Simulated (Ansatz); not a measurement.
CuO: band structure with PBE+U

The system is CuO.

```
Cu O
1.0
     3.28802    0.00000    0.00000
    -1.64401    2.84751    0.00000
     0.00000    0.00000    5.38502
Cu O
2 2
Direct
  0.66667 0.33333 0.00000
  0.33333 0.66667 0.50000
  0.66667 0.33333 0.62520
  0.33333 0.66667 0.12520
```

Measurements of this composition are mostly on another form, of space group No. 15.

- Program: Ansatz 0.2.0
- Task: band structure
- Functional: PBE
- Potentials or basis: Ansatz PAW
- Cutoff: 420 eV (not typed: the program's choice for these potentials)
- k mesh: 9 × 9 × 5
- Occupations: fermi-dirac, width 0.05 eV
- Spin: no spin polarisation
- Hubbard terms: Cu d U = 3 eV
- Path: [["G", "M", "K", "G", "A", "L", "H", "A"], ["L", "M"], ["K", "H"]]
- Points for each segment of the path: 14
- Hubbard projectors: ortho-atomic (the default)
- Double counting: fll (the default)

```json
{
 "Pressure": "-7.7 GPa",
 "Largest force": "0.070 eV/Å",
 "Band gap on the k mesh": "none (metal or under the smearing width)"
}
```

Forces on the atoms (eV/Å):
```
Cu   0.000  0.000 -0.070
Cu   0.000  0.000 -0.070
O    0.000  0.000  0.070
O    0.000  0.000  0.070
```

Stress tensor (GPa, compression positive):
```
-8.28  0.00  0.00
 0.00 -8.28  0.00
 0.00  0.00 -6.52
```

Levels at the corners of the path, in eV from the Fermi level:
```tsv
point	band 24	band 25	band 26	band 27	band 28	band 29
Γ	0.68	0.80	0.80	1.44	6.17	8.16
M	-1.15	-0.21	0.03	6.44	7.33	8.33
K	-0.71	-0.71	-0.65	8.25	8.25	8.48
Γ	0.68	0.80	0.80	1.44	6.17	8.16
A	0.42	0.42	0.42	3.82	3.82	10.73
L	-0.50	-0.47	-0.47	6.55	6.55	8.71
H	-1.26	-0.43	-0.43	8.49	8.49	8.84
A	0.42	0.42	0.42	3.82	3.82	10.73
L	-0.50	-0.47	-0.47	6.55	6.55	8.71
M	-1.15	-0.21	0.03	6.44	7.33	8.33
K	-0.71	-0.71	-0.65	8.25	8.25	8.48
H	-1.26	-0.43	-0.43	8.49	8.49	8.84
```

Eigenvalues of the final occupation matrices:
| site | spin | trace | eigenvalues |
| --- | --- | --- | --- |
| site 1 | 1 | 4.75 | 0.92 0.92 0.93 0.99 0.99 |
| site 2 | 1 | 4.75 | 0.92 0.92 0.93 0.99 0.99 |

Wall time 10 s on 2 threads of Arm Neoverse V1, on a shared host, peak memory 0.42 GiB.

Caveat: the pressure holds a Pulay correction of +0.6 GPa for the finite cutoff; the run has no spin polarisation, though such a crystal can be magnetic; U without spin polarisation on a metal has little footing.
